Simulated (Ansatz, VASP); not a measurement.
# Zr2H2CO2 (Zr2C(OH)2 MXene monolayer) in two plane-wave programs

Aim: how closely do two programs agree when they are given the same cell, functional and k mesh? The structure shown is the start of the Ansatz relaxation below; VASP solves that cell, so the two are compared at the walk's first step.

Calculated with Ansatz 0.2.0; plane waves, with VASP 6.6.1 beside it; single point at PBE with D3(BJ).

### Step 1. Set-up

The cell holds 7 atoms: 2 H, 2 O, 2 Zr and 1 C. Cell: a = 3.289 Å, b = 3.289 Å, c = 44.813 Å, α = 90.0°, β = 90.0°, γ = 120.0°. Vacuum lies along c.

### Step 2. Ansatz: relaxation, PBE with D3(BJ)

Ansatz runs on its PAW soft_1 files.

The two programs are compared at the cell with which this relaxation starts, whose forces are those of its first step.

File input.yaml:

```yaml
crystal:
  lattice:
    - [3.289, 0.0, 0.0]
    - [-1.6445, 2.848357553, 0.0]
    - [0.0, 0.0, 44.8129467943]
  atoms:
    - { symbol: H, position: [0.3333333333, 0.6666666667, 0.4228688662] }
    - { symbol: O, position: [0.3333333333, 0.6666666667, 0.4447375463] }
    - { symbol: Zr, position: [0.6666666667, 0.3333333333, 0.4710406955] }
    - { symbol: C, position: [0.0, 0.0, 0.5] }
    - { symbol: Zr, position: [0.3333333333, 0.6666666667, 0.5289593045] }
    - { symbol: O, position: [0.6666666667, 0.3333333333, 0.5552624537] }
    - { symbol: H, position: [0.6666666667, 0.3333333333, 0.5771311338] }
  periodic: [true, true, false]
kpoints:
  mp_grid: { grid: [12, 12, 1] }
hamiltonian:
  xc: pbe
  dispersion: d3bj
  pseudopotentials: { kind: paw, azcp: { folder: soft_1 } }
scf:
  occupations: { method: fermi_dirac, width: 0.05 }
  convergence: { dr2_threshold: 1.0e-09 }
relax:
  f_tol: 0.004
  max_steps: 90
  cell: {}
output:
  write_potential: true
  write_density: true
  volumetric_format: npy
```

Launch:

```
> ansatz run input.yaml --threads 4 --pin off --max-ram 6144MiB --backend cpu --events-out ev --progress --plain --runs-dir out
```

Numbers of over 12 decimals in the logs are rounded to 6 here.

Output:

```text
Warning: relax.cell: scf.convergence.dr2_threshold = 1e-9 eV is looser than the 2.44714371352e-10 eV advised for a relaxation that steers and ends on the stress (1e-10 eV for each atom of the cell: 7, times the square of relax.cell.stress_2d_tol = 0.05 N/m over 16.9 Å (the atoms' height at the walk's start and 5 Å past either face), 2.956e-2 GPa, over a crystal's default 0.05). What an SCF threshold leaves in a stress goes as its square root, and in the free energy as the threshold itself, and one threshold admits the most on a small cell: [figures from the program's tests cut] Set scf.convergence.dr2_threshold to 2.44714371352e-10 eV or tighter. [rest of the remark cut]
Engine: ansatz 0.2.0, aarch64-unknown-linux-gnu
Pseudopotentials: kind: paw
Pseudopotential: H, paw, valence charge 1, recommended cutoff 420 eV (normal), soft_1/H.paw.azcp
Pseudopotential: O, paw, valence charge 6, recommended cutoff 420 eV (normal), soft_1/O.paw.azcp
Pseudopotential: Zr, paw, valence charge 12, recommended cutoff 420 eV (normal), soft_1/Zr.paw.azcp
Pseudopotential: C, paw, valence charge 4, recommended cutoff 420 eV (normal), soft_1/C.paw.azcp
Functional definition: PBE
  parameter kappa = 0.804
  parameter beta = 0.066725
  exchange = pbe_x(kappa = kappa, mu = beta*pi^2/3)
  correlation = pbe_c(beta = beta)
Crystal: 7 atoms, lattice volume = 419.819 Å³
Basis set: ecut = 420 eV, 8369 PW (Γ), exchange–correlation on 48×48×600 points (8 copies of the dense FFT grid, shifted against one another)
Bands: 28, of which v1, the nominal top of the filled ones, is band 21 counted from 1 (20 counted from 0)
Symmetry: 12 space group operations
Space group: P-3m1 (ITA 164), of the structure as read, at distance tolerance 7.5e-5 Å
k-points: 19 of 144
Non-local potential: H, projectors of the file, l = 0: 2, l = 1: 1
Non-local potential: O, projectors of the file, l = 0: 2, l = 1: 2, l = 2: 1
Non-local potential: Zr, projectors of the file, l = 0: 3, l = 1: 2, l = 2: 2, l = 3: 1
Non-local potential: C, projectors of the file, l = 0: 2, l = 1: 2, l = 2: 1
PAW form: soft (Blöchl's): semilocal exchange-correlation on the pseudo side does not see the compensation charge
PAW one-centre angular grid: H, 110 points (default); XC on 64 Gauss nodes
PAW one-centre angular grid: O, 110 points (default); XC on 64 Gauss nodes
PAW one-centre angular grid: Zr, 590 points (default); XC on 64 Gauss nodes
PAW one-centre angular grid: C, 110 points (default); XC on 64 Gauss nodes
Initial density: superposition of atomic densities (neutral atoms: chi_scale 0, normalization atom)
Initial wavefunctions: pseudopotential atomic-orbital guess
Functional: x = pbe(κ = 0.804, μ = 0.219515), c = pbe(β = 0.066725)
SCF iter   1: F=—  HF=-9799.442297 eV  |F-HF|=—  |Δ(HF+E_count)|=         —  Δρ=6.36e-2  dr2=3.21e1  ethr=3.10e-3  ⟨swp⟩=12.7  Hψ=3958  notcnv=0  defer=3
preconditioner: auto → LDOS  [metal: Δε(μ)=0.131 eV  Ē_g=10.432 eV  σ=0.050 eV  W_gap=0.48  n_scr=26 (ndim 8)  ℏωp=8.5 eV  f_vac=0.785  D(μ)=0.94/eV (n_scr^D=8)  β→1.0]
SCF iter   2: F=—  HF=-9865.961166 eV  |F-HF|=—  |Δ(HF+E_count)|=    6.65e1  Δρ=1.68e-1  dr2=6.81e3  ethr=3.10e-3  ⟨swp⟩=18.1  Hψ=15580  notcnv=0  defer=6  recentre
automatic band count: the SCF goes on with 35 bands, as 28 were too few: the levels above may hold too much charge
SCF iter   3: F=—  HF=-9795.706916 eV  |F-HF|=—  |Δ(HF+E_count)|=    7.03e1  Δρ=3.80e-2  dr2=1.78e1  ethr=3.10e-3  ⟨swp⟩=22.7  Hψ=9282  notcnv=0  defer=116
SCF iter   4: F=—  HF=-9793.411930 eV  |F-HF|=—  |Δ(HF+E_count)|=    2.29e0  Δρ=2.29e-2  dr2=8.98e0  ethr=3.10e-3  ⟨swp⟩=8.2  Hψ=2424  notcnv=0  defer=120
SCF iter   5: F=—  HF=-9792.477223 eV  |F-HF|=—  |Δ(HF+E_count)|=   9.35e-1  Δρ=6.91e-3  dr2=2.72e0  ethr=3.10e-3  ⟨swp⟩=8.1  Hψ=2131  notcnv=0  defer=121
SCF iter   6: F=—  HF=-9792.473009 eV  |F-HF|=—  |Δ(HF+E_count)|=   4.21e-3  Δρ=3.16e-3  dr2=2.22e0  ethr=3.10e-3  ⟨swp⟩=5.7  Hψ=1324  notcnv=0  defer=129
SCF iter   7: F=—  HF=-9792.389003 eV  |F-HF|=—  |Δ(HF+E_count)|=   8.40e-2  Δρ=1.88e-3  dr2=1.86e0  ethr=3.10e-3  ⟨swp⟩=3.3  Hψ=802  notcnv=0  defer=121
SCF iter   8: F=—  HF=-9792.134827 eV  |F-HF|=—  |Δ(HF+E_count)|=   2.54e-1  Δρ=1.30e-3  dr2=1.50e0  ethr=3.10e-3  ⟨swp⟩=3.1  Hψ=722  notcnv=0  defer=119
SCF iter   9: F=—  HF=-9791.979061 eV  |F-HF|=—  |Δ(HF+E_count)|=   1.56e-1  Δρ=1.11e-3  dr2=1.25e0  ethr=3.10e-3  ⟨swp⟩=2.8  Hψ=689  notcnv=0  defer=113
[...]
SCF iter   7: F=—  HF=-9791.538774 eV  |F-HF|=—  |Δ(HF+E_count)|=   2.88e-8  Δρ=7.78e-7  dr2=7.64e-9  ethr=2.50e-11  ⟨swp⟩=2.9  Hψ=1147  notcnv=0
SCF iter   8: F=-9791.538774 eV  HF=-9791.538774 eV  |F-HF|=1.14e-9  |Δ(HF+E_count)|=   4.01e-9  Δρ=2.25e-7  dr2=6.14e-10  ethr=2.38e-12  ⟨swp⟩=9.5  Hψ=4635  notcnv=0
SCF 6 converged in 8 iterations: F = -9791.538774 eV  dr2 = 6.14e-10
relax step   6: F+E_penalty+E_count = -9791.53877420 eV  Δ(F+E_penalty+E_count) = +1.556e-4 eV  max|allowed force component| = 2.895e-3 eV/Å  Δτ_max = 0.0016 Å  P = -0.087 N/m  Ω = 420.770 Å³  energy of the carried Pulay correction = -3.318e-4 eV  fix = [c, alpha, beta]  reactions: c -0.000 N/m  (8 SCF iters, accepted)
[...]
relax step   7: F+E_penalty+E_count = -9791.53889869 eV  Δ(F+E_penalty+E_count) = -1.245e-4 eV  max|allowed force component| = 1.436e-3 eV/Å  Δτ_max = 0.0005 Å  P = -0.005 N/m  Ω = 420.462 Å³  energy of the carried Pulay correction = -2.244e-4 eV  fix = [c, alpha, beta]  reactions: c -0.000 N/m  (6 SCF iters, accepted)
[...]
relax step   8: F+E_penalty+E_count = -9791.53911459 eV  Δ(F+E_penalty+E_count) = -2.159e-4 eV  max|allowed force component| = 1.446e-3 eV/Å  Δτ_max = 0.0000 Å  P = -0.000 N/m  Ω = 420.462 Å³  fix = [c, alpha, beta]  reactions: c -0.000 N/m  stress off target by 8.42e-5 N/m on what of the cell is left free  SCF on the basis re-selected at this cell (its energy is not comparable with the rows above)  (7 SCF iters)
basis re-selected at this cell: Δ(F+E_penalty+E_count) = -2.159e-4 eV, ΔP = +0.005 N/m vs the last step (what re-selecting the basis moved, of the pressure what is left beyond the Pulay correction that the steps carried, after the strain that the cell walked since its last selection, with what the two solves' SCF thresholds leave and, on support functions, any second-order correction that the steps lacked; it is no m [...]
SCF converged after 7 iterations
an eigenvalue changed by more than its tolerance at an iteration that met the thresholds in force, so the SCF went on 1 time: the last check found none over its tolerance
Free energy (F): -9791.539115 eV
Harris-Foulkes:  -9791.539115 eV  (|F-HF|=2.91e-10)
Internal energy: -9791.516121 eV  (E = F + TS)
E sigma→0 (E₀):  -9791.527618 eV
Entropy (-TS):   -0.022993 eV (-3.285 meV/atom)
Fermi energy:    -2.061582 eV
--- Per-component energies (eV) ---
  E_band       = -830.241037
  E_kinetic    = 1088.673859
  E_local      = -155311.129381  (includes V_loc(G=0)·N_el)
  E_nonlocal   = 277.694958
  E_hartree    = 77016.053003
  E_xc         = -520.043328
  E_vxc        = -632.747850  (∫ρ·V_xc dr)
  E_paw        = -6354.614138  (= ΣΔE_a)
  E_vpaw       = -284.839356  (= ΣTr[D̂ρ^β])
  E_aug_tail   = -0.000602  (compensation charges beyond the density's cutoff)
  E_ewald      = 74013.049220
  E_disp       = -1.199713  (pairwise vdW)
  E_smearing   = -0.022993  (= −TS)
  E_closure    = -0.000000  (closes the sum)
  Σ components = -9791.539115   (vs F -9791.539115, Δ=0.00e0)
--- Forces (eV/Å), atoms counted from 1 ---
  atom   1  H     -0.00000000     0.00000000     0.00029464
  atom   2  O     -0.00000000     0.00000000    -0.00022803
  atom   3  Zr     0.00000000    -0.00000000     0.00144621
  atom   4  C     -0.00000000     0.00000000     0.00000000
  atom   5  Zr    -0.00000000     0.00000000    -0.00144621
  atom   6  O      0.00000000    -0.00000000     0.00022803
  atom   7  H      0.00000000    -0.00000000    -0.00029464
  max |Σ_I F_I| component: 9.25e-18 eV/Å
--- 2D stress c σ (N/m, compression-positive) ---
       -0.000084      -0.000000      -0.000000
       -0.000000      -0.000084       0.000000
       -0.000000       0.000000      -0.000000
  P = ½ c Tr σ = -0.0001 N/m
--- Band table (eV; the first three rows and the last of 19) ---
  k-point 0: bands = [... 17 lower, -6.6327, -4.7721, -4.7721, -2.2636, -2.1289, -1.8251, -1.7716, -1.7716, ... 10 higher]
  k-point 1: bands = [... 17 lower, -6.4544, -5.0502, -4.8250, -2.1565, -2.0581, -2.0444, -1.6489, -1.6127, ... 10 higher]
  k-point 2: bands = [... 17 lower, -6.1481, -5.5988, -4.9204, -2.6688, -1.8216, -1.7856, -1.2263, -1.1727, ... 10 higher]
  k-point 18: bands = [... 17 lower, -6.0028, -6.0028, -5.3567, -1.2601, -0.8610, -0.8610, 0.8754, 0.8754, ... 10 higher]
  the weakly bound empty levels are not read free of the cell's end (no_gap_told)
--- Relaxed structure (7 steps of the walk, 7 accepted, 1 SCFs on fresh bases) ---
  F+E_penalty+E_count = -9791.53911459 eV   max|allowed force component| = 1.446e-3 eV/Å   (the final SCF, on the basis selected at the relaxed cell)
  cell:  # Å, volume = 420.4618 Å³
    - [3.291518, 0, 0]
    - [-1.645759, 2.850538, 0]
    - [0, 0, 44.8129467943]
  atoms:
    - { symbol: H, position: [0.333333, 0.666667, 0.420199] }
    - { symbol: O, position: [0.333333, 0.666667, 0.441915] }
    - { symbol: Zr, position: [0.666667, 0.333333, 0.472303] }
    - { symbol: C, position: [0, 0, 0.500000] }
    - { symbol: Zr, position: [0.333333, 0.666667, 0.527697] }
    - { symbol: O, position: [0.666667, 0.333333, 0.558085] }
    - { symbol: H, position: [0.666667, 0.333333, 0.579801] }
```

### Step 3. VASP: single point, PBE with D3(BJ), start cell

The same cell, functional, mesh and smearing now go to VASP, with its own data sets.

Lines of VASP's logs that name or quote its potential files are left out, and so is its time.

File INCAR:

```
SYSTEM = Zr2H2CO2
PREC = Accurate
ENCUT = 520
EDIFF = 1E-06
NELM = 120
ISMEAR = -1
SIGMA = 0.05
LREAL = .FALSE.
ALGO = Normal
GGA = PE
IVDW = 12
NBANDS = 28
LASPH = .TRUE.
LORBIT = 11
LWAVE = .FALSE.
LCHARG = .FALSE.
ISIF = 2
LDIPOL = .TRUE.
IDIPOL = 3
DIPOL = 0.5 0.5 0.5
LVHAR = .TRUE.
GGA_COMPAT = .FALSE.
NELMDL = -8
KPAR = 2
```

File POSCAR:

```
Zr2H2CO2
1.0
    3.2890000000      0.0000000000      0.0000000000
   -1.6445000000      2.8483580000      0.0000000000
    0.0000000000      0.0000000000     44.8129470000
H O Zr C
2 2 2 1
Direct
    0.3333332748      0.6666665496      0.4228688642
    0.6666667252      0.3333334504      0.5771311358
    0.3333332748      0.6666665496      0.4447375443
    0.6666667252      0.3333334504      0.5552624557
    0.6666667252      0.3333334504      0.4710407017
    0.3333332748      0.6666665496      0.5289592983
    0.0000000000      0.0000000000      0.4999999888
```

File KPOINTS:

```
Automatic mesh
0
Gamma
12 12 1
0 0 0
```

PAW data sets: H, O, Zr_sv and C (PBE family, release 64).

Launch:

```
> mpirun -np 2 vasp_std
```

Output:

```text
[banner, memory and clock lines left out]
running    2 mpi-ranks, on    1 nodes
 distrk:  each k-point on    1 cores,    2 groups
 distr:  one band on    1 cores,    1 groups

 POSCAR found type information on POSCAR H O ZrC
 POSCAR found :  4 types and       7 ions
 LDA part: xc-table for (Slater+PW92), standard interpolation
 POSCAR, INCAR and KPOINTS ok, starting setup
 FFT: planning ... GRIDC
 FFT: planning ... GRID_SOFT
 FFT: planning ... GRID
 WAVECAR not read
 entering main loop
       N       E                     dE             d eps       ncg     rms          rms(c)
DAV:   1     0.377977058430E+03    0.37798E+03   -0.19430E+04  1424   0.115E+03
DAV:   2    -0.809625472863E+01   -0.38607E+03   -0.37743E+03  1428   0.304E+02
DAV:   3    -0.601817364202E+02   -0.52085E+02   -0.51709E+02  1544   0.104E+02
DAV:   4    -0.631267983911E+02   -0.29451E+01   -0.29357E+01  1616   0.245E+01
DAV:   5    -0.632596985086E+02   -0.13290E+00   -0.13286E+00  1600   0.382E+00
DAV:   6    -0.632621860914E+02   -0.24876E-02   -0.24873E-02  1624   0.602E-01
DAV:   7    -0.632622289604E+02   -0.42869E-04   -0.42867E-04  1592   0.804E-02
DAV:   8    -0.632622298873E+02   -0.92693E-06   -0.92756E-06  1560   0.124E-02    0.317E+01
DAV:   9    -0.531986092381E+02    0.10064E+02   -0.56534E+01  1168   0.362E+01    0.121E+01
DAV:  10    -0.527524431490E+02    0.44617E+00   -0.30045E+00  1544   0.947E+00    0.612E+00
DAV:  11    -0.527652958727E+02   -0.12853E-01   -0.22232E+00  1504   0.382E+00    0.112E+00
DAV:  12    -0.526224311530E+02    0.14286E+00   -0.65747E-01  1420   0.327E+00    0.451E-01
DAV:  13    -0.526285911750E+02   -0.61600E-02   -0.40621E-02  1420   0.854E-01    0.379E-01
DAV:  14    -0.526231291597E+02    0.54620E-02   -0.21825E-02  1392   0.604E-01    0.117E-01
[...]
DAV:  19    -0.526235378900E+02   -0.88790E-04   -0.47758E-05  1216   0.140E-02    0.553E-03
DAV:  20    -0.526236339466E+02   -0.96057E-04   -0.59485E-05  1164   0.112E-02    0.255E-03
DAV:  21    -0.526236479787E+02   -0.14032E-04   -0.60599E-06  1068   0.656E-03    0.122E-03
DAV:  22    -0.526236716959E+02   -0.23717E-04   -0.20632E-06   980   0.351E-03    0.117E-03
DAV:  23    -0.526236807225E+02   -0.90266E-05   -0.63323E-07   992   0.205E-03    0.657E-04
DAV:  24    -0.526236848390E+02   -0.41166E-05   -0.44902E-07   940   0.198E-03    0.361E-04
DAV:  25    -0.526236858900E+02   -0.10510E-05   -0.10382E-07   780   0.874E-04    0.179E-04
DAV:  26    -0.526236861750E+02   -0.28499E-06   -0.12476E-08   700   0.397E-04
   1 F= -.53834659E+02 E0= -.53826142E+02  d E =-.170356E-01
```

(Part 1 of 2 ends here.)

[Lines on the potential files, build, host, timing and source positions are cut from VASP's logs without a mark.]

[Logs are printed without paths, hosts, clocks, repeated set-up lines and the standing remarks that a program may print on its own settings, such as how far it seeks lower states.]

[Hosts, paths, dates, database ids (printed as entryN), source tags and the programs' standing remarks are cut or masked in the printed files.]
